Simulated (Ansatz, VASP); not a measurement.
## Yb: VASP beside Ansatz

```
Yb
1.0
     0.00000    2.53350    2.53350
     2.53350    0.00000    2.53350
     2.53350    2.53350    0.00000
Yb
1
Direct
  0.00000 0.00000 0.00000
```

Alike in both runs: functional PBEsol; k mesh 8 × 8 × 8; occupations gaussian, width 0.15 eV; no spin polarisation.

Ansatz relaxed the structure, and its values are those at the end. VASP's run is a single point on that final structure, the one shown.

|  | VASP | Ansatz |
| --- | --- | --- |
| version | VASP 6.6.1 | Ansatz 0.2.0 |
| potentials or method | VASP PAW PBE potentials, release 64 (Yb) | plane waves, PAW |
| plane-wave cutoff (eV) | 520 | 476 |
| valence electrons in the cell | 24 | 24 |

|  | VASP | Ansatz | Ansatz less VASP |
| --- | --- | --- | --- |
| pressure (GPa) | -0.7 | 0.0 | +0.66 |

Caveats: the PAW data sets were made with another functional, which shifts forces and pressure a little (VASP). Spin polarisation is off, so any magnetic state and its effect on volume and gap are missing. The runs have no spin-orbit coupling, so splittings on Yb are missing.
